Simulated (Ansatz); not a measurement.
Runs of Ansatz 0.2.0 on Sc. Symmetry: I4/mmm, No. 139, tetragonal system. Conventional cell: a = 3.834 Å, b = 3.834 Å, c = 3.435 Å, α = 90.00°, β = 90.00°, γ = 90.00°. Sc (site symmetry 4/mmm) has 10 Sc at 3.21 to 3.44 Å as nearest neighbours. This isn't the form of Sc at room conditions, which is hcp.

```tsv
task	level	potentials or basis	spin	cell	k mesh	cutoff (eV)	smearing	driver	optimizer	fmax	steps	filter	gap on the mesh (eV)	pressure (GPa)	moment (μB)
atomic charges	RPBE+D3(BJ)	PseudoDojo standard (PBEsol files)	collinear, random start	as given	10 × 10 × 10	1061	fermi-dirac 0.05 eV	-	-	-	-	-	none	(a)	0.27
relaxation of cell and atoms	BLYP+D4	SSSP efficiency PAW	collinear, program default start	relaxed	9 × 9 × 9	1225	fermi-dirac 0.05 eV	calculator	LBFGS	0.01	30	StrainFilter	-	0.0	0.00
optical spectrum	BLYP	SSSP precision PAW	off	as given	10 × 10 × 10	1225	gaussian 0.15 eV	-	-	-	-	-	none	-	-
band structure	PBEsol+D4	SSSP efficiency PAW	non-collinear, program default start	as given	10 × 10 × 10	1225	fermi-dirac 0.1 eV	-	-	-	-	-	none	-3.6	0.00
ladder of functionals	LDA	SSSP precision PAW	off	as given	10 × 10 × 10	1225	cold 0.05 eV	-	-	-	-	-	none	-5.5	-
```

Question: Fill in the values left out.

Answer: (a) -19.0.

Caveats: the potentials were made for another functional, which shifts forces and pressure (some runs); pairwise dispersion overbinds metals, which lowers pressure and volume (some runs); so large a pressure means that the cell lies far from this level's equilibrium, or that cutoff or potentials fall short (some runs).

A k mesh can miss the band edges.

A gap of «none» marks a metal or a gap under the smearing width.

Not every run made on this cell is shown here.
